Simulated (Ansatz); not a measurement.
Al:

```
Al
1.0
     0.00000    2.02481    2.02481
     2.02481    0.00000    2.02481
     2.02481    2.02481    0.00000
Al
1
Cartesian
  0.0000 0.0000 0.0000
```

Base run:

```yaml
Program: Ansatz 0.2.0
Functional: LDA
Potentials_or_basis: Ansatz PAW
Cutoff: "420 eV (not typed: the program's choice for these potentials)"
k_mesh: 11 × 11 × 11
Occupations: methfessel-paxton, width 0.2 eV
Spin: no spin polarisation
```

Its results: band gap on the k mesh none (metal or under the smearing width); pressure -3.7 GPa.

**Question.** The run is repeated on the same cell with these changes: functional from LDA to revPBE; dispersion from none to D3(BJ). What comes out?

**Answer.** Band gap on the k mesh none (metal or under the smearing width); pressure -5.7 GPa.

Several settings changed at once, so the effect can't be laid on one alone.

Caveats: the PAW data sets come from PBE, with cores solved anew for the run's functional, which leaves a small shift of forces and pressure; pairwise dispersion overbinds metals, which lowers pressure and volume (some runs).
